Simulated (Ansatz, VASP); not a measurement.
**GaSb in VASP and in Ansatz**

```xyz
2
Lattice="0.0000 3.1081 3.1081 3.1081 0.0000 3.1081 3.1081 3.1081 0.0000" Properties=species:S:1:pos:R:3 pbc="T T T"
Ga    0.0000    0.0000    0.0000
Sb    1.5540    1.5540    1.5540
```

Alike in both runs: task electric field gradients; functional LDA; k mesh 9 × 9 × 9; occupations fermi-dirac, width 0.08 eV; no spin polarisation.

|  | VASP | Ansatz |
| --- | --- | --- |
| version | VASP 6.6.1 | Ansatz 0.2.0 |
| potentials or method | VASP PAW LDA potentials, release 64 (Ga_d, Sb) | PAW with Ansatz's default frozen-core files, scalar-relativistic |
| plane-wave cutoff (eV) | 520 | 420 |
| valence electrons in the cell | 18 | 28 |

Ansatz gave:

| Item | Value |
| --- | --- |
| pressure (GPa) | -3.7 |
| Vzz of the field gradient on the site that differs most (V/Å²) | 0.0 |

Question: Estimate VASP's values.

Answer: Pressure (GPa): -3.6; Vzz of the field gradient on the site that differs most (V/Å²): 0.0.

The two sets of potentials don't hold the same shells in valence. Ansatz warned: «gradients_without_spin_orbit».

The runs have no spin-orbit coupling, so splittings on Sb are missing.
